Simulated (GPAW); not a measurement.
MgS (Niningerite):

```
S Mg
1.0
     0.00000    2.60165    2.60165
     2.60165    0.00000    2.60165
     2.60165    2.60165    0.00000
S Mg
1 1
Direct
  0.50000 0.50000 0.50000
  0.00000 0.00000 0.00000
```

| Quantity | Value |
| --- | --- |
| Program | GPAW 26.7.0 |
| Task | relaxation of cell and atoms |
| Functional | PBEsol |
| Dispersion | D3(BJ)+ATM |
| Potentials or basis | PAW data sets generated in the run's folder for this functional |
| Cutoff | 800 eV |
| Basis | pw |
| k mesh | 9 × 9 × 9 |
| Occupations | fermi-dirac, width 0.05 eV |
| Spin | no spin polarisation |

At the start: pressure -3.3 GPa; volume 17.61 Å³/atom.

**Question.** How do energy, volume and symmetry change on relaxing?

**Answer.** Over 3 steps the energy falls by 7.8 meV/atom and the volume is 16.84 Å³/atom (-4.4 %); space group Fm-3m (No. 225, to 0.05 Å).

The path:
```
step  energy change (eV)  largest force (eV/Å)  pressure (GPa)  volume (Å³)
   1              0.0000                0.0000           -3.32        35.22
   2             -0.0052                0.0000           -2.76        34.94
   3             -0.0156                0.0000            0.14        33.68
```

Final structure:
```
S Mg
1.0
     0.00000    2.56313    2.56313
     2.56313    0.00000    2.56313
     2.56313    2.56313    0.00000
S Mg
1 1
Direct
  0.50000 0.50000 0.50000
  0.00000 0.00000 0.00000
```

Caveat: later steps reuse the first step's grids.
